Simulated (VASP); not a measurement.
# LiH (Fm-3m) in VASP: a series of runs, part 2 of 2

VASP 6.6.1.

### 3 Single point, PBE

INCAR

```
SYSTEM = LiH
PREC     = Accurate       ! precision mode
ENCUT    = 450            ! plane-wave cutoff, eV
EDIFF    = 1E-7           ! SCF threshold, eV
ISMEAR   = 0              ! smearing method
SIGMA    = 0.02           ! smearing width, eV
LREAL    = .FALSE.        ! projectors in reciprocal space
LASPH    = .TRUE.         ! aspherical terms in the spheres
NELM     = 100            ! most SCF steps
ALGO     = Normal         ! electronic algorithm
ISIF     = 2              ! what is computed and relaxed
LWAVE    = .FALSE.        ! write WAVECAR
LCHARG   = .TRUE.         ! write CHGCAR
GGA      = PE             ! functional
LELF     = .TRUE.         ! ELF
LVHAR    = .TRUE.
```

KPOINTS

```
Automatic mesh
0
G
  7 7 7
  0 0 0
```

POSCAR

```
LiH
1.0
    0.0000000000      2.0367500000      2.0367500000
    2.0367500000      0.0000000000      2.0367500000
    2.0367500000      2.0367500000      0.0000000000
Li H
1 1
Direct
    0.0000000000      0.0000000000      0.0000000000
    0.5000000000      0.5000000000      0.5000000000
```

Potentials or basis: VASP PAW PBE potentials, release 64 (Li_GW, H_GW).

Launch:

```console
> cat potpaw_PBE.64/Li_GW/POTCAR potpaw_PBE.64/H_GW/POTCAR > POTCAR
> mpirun -np 1 vasp_std > vasp.out
```

OUTCAR:

```text
SYSTEM = LiH
   PREC = Accurate
   ENCUT = 450
   EDIFF = 1E-7
   ISMEAR = 0
   LREAL = .FALSE.
   LASPH = .TRUE.
   NELM = 100
   ISIF = 2
   GGA = PE

 ion  position               nearest neighbor table
   1  0.000  0.000  0.000-   2 2.04   2 2.04   2 2.04   2 2.04   2 2.04   2 2.04
   2  0.500  0.500  0.500-   1 2.04   1 2.04   1 2.04   1 2.04   1 2.04   1 2.04

  LATTYP: Found a face centered cubic cell.
 ALAT       =     4.0735000000

  Lattice vectors:

 A1 = (   0.0000000000,   2.0367500000,   2.0367500000)
 A2 = (   2.0367500000,   0.0000000000,   2.0367500000)
[... 340 lines left out ...]

  FORCE on cell =-STRESS in cart. coord.  units (eV):
  Direction    XX          YY          ZZ          XY          YZ          ZX
  --------------------------------------------------------------------------------------
  -------------------------------------------------------------------------------------
  Total       -0.2411070     -0.2411070     -0.2411070      0.0000000      0.0000000     -0.0000000
  in kB      -22.8600573    -22.8600573    -22.8600573      0.0000000      0.0000000     -0.0000000
  external PRESSURE =     -22.8600573 kB  Pullay stress =       0.0000000 kB

 VOLUME and BASIS-vectors are now :
 -----------------------------------------------------------------------------
  energy-cutoff  :      450.00
  volume of cell :       16.90
      direct lattice vectors                 reciprocal lattice vectors
     0.000000000  2.036750000  2.036750000    -0.245489137  0.245489137  0.245489137
     2.036750000  0.000000000  2.036750000     0.245489137 -0.245489137  0.245489137
     2.036750000  2.036750000  0.000000000     0.245489137  0.245489137 -0.245489137

 POSITION                                       TOTAL-FORCE (eV/Angst)
 -----------------------------------------------------------------------------------
      0.00000      0.00000      0.00000        -0.000000     -0.000000      0.000000
      2.03675      2.03675      2.03675         0.000000      0.000000     -0.000000
 -----------------------------------------------------------------------------------
    total drift:                                0.000000      0.000000      0.000000

  FREE ENERGIE OF THE ION-ELECTRON SYSTEM (eV)
  ---------------------------------------------------
  free  energy   TOTEN  =        -6.1087712314 eV

  energy  without entropy=       -6.1087712314  energy(sigma->0) =       -6.10877123
```

Wall time 2.8 s (1 thread of Intel Xeon Platinum 8375C at 2.90GHz (Ice Lake), shared host); peak memory 0.12 GiB.

What came out:

| Quantity | Value |
| --- | --- |
| Free energy | -6.1088 eV |
| Pressure | -2.3 GPa |
| Band gap on the k mesh | 3.49 eV, direct |

Caveat: an odd mesh through Γ misses points on the zone boundary, where band edges often lie. Expect the measured gap to be larger: semilocal functionals such as PBE lack the derivative discontinuity.

### 4 Single point, RPBE

INCAR

```
SYSTEM = LiH
  ALGO = Normal
  EDIFF = 1E-6
  ENCUT = 550
  GGA = RP
  ISIF = 2
  ISMEAR = 0
  LASPH = .TRUE.
  LCHARG = .TRUE.
  LELF = .TRUE.
  LREAL = .FALSE.
  LVHAR = .TRUE.
  LWAVE = .FALSE.
  NBANDS = 8
  NELM = 100
  PREC = Accurate
  SIGMA = 0.05
```

KPOINTS

```
k-points
0
G
  11 11 11
  0 0 0
```

POSCAR is that of step 3.

Launch:

```console
> cat potpaw_PBE.64/Li_GW/POTCAR potpaw_PBE.64/H_GW/POTCAR > POTCAR
> mpirun -np 1 vasp_std > vasp.out
```

Run time: 5.5 s. Hardware: 1 thread of AMD EPYC 9R45 (Zen 5), shared host; peak memory 0.11 GiB.

It converged, with:

```
Free energy            : -5.9966 eV
Pressure               : -0.4 GPa
Band gap on the k mesh : 3.36 eV, direct
```

Levels at points of the mesh, in eV from the valence-band top:
```
           k point  band 1  band 2  band 3  band 4
(0.00, 0.00, 0.00)   -5.18   15.54   17.68   17.68
```

Caveat: the PAW data sets were made with another functional, which shifts forces and pressure a little; an odd mesh through Γ misses points on the zone boundary, where band edges often lie.

### 5 Single point, RPBE

run.py

```python
from ase.calculators.vasp import Vasp
from ase.dft.bandgap import bandgap
from ase.io import read

atoms = read('POSCAR')
calc = Vasp(
    directory='calc',
    xc='rpbe',
    pp='PBE',
    setups={'base': 'minimal', 'Li': '_GW', 'H': '_GW'},
    prec='Accurate',
    encut=550,
    ediff=1e-06,
    ismear=0,
    sigma=0.05,
    lreal=False,
    lasph=True,
    nelm=100,
    algo='Normal',
    isif=2,
    lwave=False,
    lcharg=False,
    kpts=[11, 11, 11],
    gamma=True,
)
atoms.calc = calc

print('energy (eV):', atoms.get_potential_energy())
print('free energy (eV):', atoms.get_potential_energy(force_consistent=True))
print('forces (eV/A):')
print(atoms.get_forces())
print('stress (eV/A^3, Voigt):', atoms.get_stress())
print('Fermi level (eV):', calc.get_fermi_level())
gap, top, bottom = bandgap(calc)
print('band gap (eV):', gap, 'from (spin, k, band)', top, 'to', bottom)
```

POSCAR is that of step 4.

Potentials or basis: VASP PAW PBE potentials, release 64 (Li_GW, H_GW).

Launch:

```console
> python run.py
```

The program printed:

```text
energy (eV): -5.99656972
free energy (eV): -5.99656972
forces (eV/A):
[[ 0.  0. -0.]
 [-0. -0.  0.]]
stress (eV/A^3, Voigt): [ 0.00268014  0.00268014  0.00268014 -0.         -0.         -0.        ]
Fermi level (eV): -2.54331007
band gap (eV): 3.3647 from (spin, k, band) (0, np.int64(35), np.int64(0)) to (0, np.int64(35), np.int64(1))
```

OUTCAR:

```text
ENCUT = 550.000000
   EDIFF = 1.00e-06
   GGA = RP
   PREC = Accurate
   ISIF = 2
   ISMEAR = 0
   NELM = 100
   LASPH = .TRUE.
   LREAL = .FALSE.

 ion  position               nearest neighbor table
   1  0.000  0.000  0.000-   2 2.04   2 2.04   2 2.04   2 2.04   2 2.04   2 2.04
   2  0.500  0.500  0.500-   1 2.04   1 2.04   1 2.04   1 2.04   1 2.04   1 2.04

  LATTYP: Found a face centered cubic cell.
[... 392 lines left out ...]
  in kB       -4.2940620     -4.2940620     -4.2940620     -0.0000000      0.0000000      0.0000000
  external PRESSURE =      -4.2940620 kB  Pullay stress =       0.0000000 kB

 VOLUME and BASIS-vectors are now :
 -----------------------------------------------------------------------------
  energy-cutoff  :      550.00
  volume of cell :       16.90
      direct lattice vectors                 reciprocal lattice vectors
     0.000000000  2.036750000  2.036750000    -0.245489137  0.245489137  0.245489137
     2.036750000  0.000000000  2.036750000     0.245489137 -0.245489137  0.245489137
     2.036750000  2.036750000  0.000000000     0.245489137  0.245489137 -0.245489137

 POSITION                                       TOTAL-FORCE (eV/Angst)
 -----------------------------------------------------------------------------------
      0.00000      0.00000      0.00000         0.000000      0.000000     -0.000000
      2.03675      2.03675      2.03675        -0.000000     -0.000000      0.000000
 -----------------------------------------------------------------------------------
    total drift:                               -0.000000     -0.000000      0.000000

  FREE ENERGIE OF THE ION-ELECTRON SYSTEM (eV)
  ---------------------------------------------------
  free  energy   TOTEN  =        -5.9965697197 eV

  energy  without entropy=       -5.9965697197  energy(sigma->0) =       -5.99656972
```

INCAR:

```text
ENCUT = 550.000000
SIGMA = 0.050000
EDIFF = 1.00e-06
ALGO = Normal
GGA = RP
PREC = Accurate
ISIF = 2
ISMEAR = 0
NELM = 100
LASPH = .TRUE.
LCHARG = .FALSE.
LWAVE = .FALSE.
LREAL = .FALSE.
```

Wall time 5.5 s (1 thread of AMD EPYC 9R45 (Zen 5), shared host); peak memory 0.11 GiB.

What came out:

```
Free energy            : -5.9966 eV
Pressure               : -0.4 GPa
Band gap on the k mesh : 3.36 eV, direct
```

Caveat: the PAW data sets were made with another functional, which shifts forces and pressure a little; an odd mesh through Γ misses points on the zone boundary, where band edges often lie. RPBE gaps usually lie below the measured ones, often by a third to a half.

### 6 Relaxation of the atoms, revPBE+D4 (atoms moved at random, drawn with an rms of 0.05 Å)

INCAR

```
PREC = Accurate ; ENCUT = 400
EDIFF = 1E-6 ; ISMEAR = -1
SIGMA = 0.05 ; LREAL = F
LASPH = T ; NELM = 60
ALGO = Fast ; ISIF = 2
LWAVE = F ; LCHARG = F
GGA = RE ; IVDW = 13
IBRION = 2 ; NSW = 60
EDIFFG = -0.02
```

KPOINTS

```
Automatic mesh
0
Gamma
  11 11 11
```

POSCAR

```
LiH
1.0
    0.0000000000      2.0367500000      2.0367500000
    2.0367500000      0.0000000000      2.0367500000
    2.0367500000      2.0367500000      0.0000000000
Li H
1 1
Selective dynamics
Direct
    0.0122290000     -0.0038920000      0.0003880000  F F F
    0.4966860000      0.4981150000      0.5046530000  T T T
```

Potentials or basis: VASP PAW PBE potentials, release 64 (Li_sv, H_s).

Launch:

```console
> cat potpaw_PBE.64/Li_sv/POTCAR potpaw_PBE.64/H_s/POTCAR > POTCAR
> mpirun -np 1 vasp_std > vasp.out
```

Run time: 57 s. Hardware: 1 thread of AMD EPYC 9R45 (Zen 5), shared host; peak memory 0.13 GiB.

The run converged, but a check on its numbers failed (symmetry, net force, bounds or a known fault of this set-up), so they aren't taken as properties of the crystal.

Caveat: the cutoff lies under the usual one of these potentials, so the numbers hold a large basis-set error; the PAW data sets were made with another functional, which shifts forces and pressure a little; an odd mesh through Γ misses points on the zone boundary, where band edges often lie.

### 7 For comparison

An earlier run on the cell as given: functional PBE; potentials or basis VASP PAW PBE potentials, release 64 (Li_sv, H); cutoff 520 eV; k mesh 11 × 11 × 11; occupations fermi-dirac, width 0.05 eV; no spin polarisation.

- Band gap on the k mesh: 3.20 eV, direct

### 8 The runs side by side

```tsv
level	potentials or basis	k mesh	cutoff (eV)	smearing	mesh quality	gap on the mesh (eV)	pressure (GPa)
PBE	VASP PAW PBE potentials, release 64 (Li_GW, H_GW)	6 × 6 × 6	450	gaussian 0.02 eV	coarse	3.01	-2.3
PBE	VASP PAW PBE potentials, release 64 (Li_GW, H_GW)	7 × 7 × 7	450	gaussian 0.02 eV	not flagged	3.49	-2.3
RPBE	VASP PAW PBE potentials, release 64 (Li_GW, H_GW)	11 × 11 × 11	550	gaussian 0.05 eV	not flagged	3.36	-0.4
PBE	VASP PAW PBE potentials, release 64 (Li_sv, H)	11 × 11 × 11	520	fermi-dirac 0.05 eV	not flagged	3.20	-
```

Alike in all rows: task single point; no spin polarisation; cell as given.

Caveats: some runs use coarse meshes; an odd mesh through Γ misses points on the zone boundary, where band edges often lie (some runs); the PAW data sets were made with another functional, which shifts forces and pressure a little (some runs); the cutoff is under 1.25 times the usual one of these potentials, so pressure, stress and relaxed cells hold a basis-set (Pulay) error (some runs).

Total energies depend on the potentials used, so only differences within one code and one set of settings carry meaning.
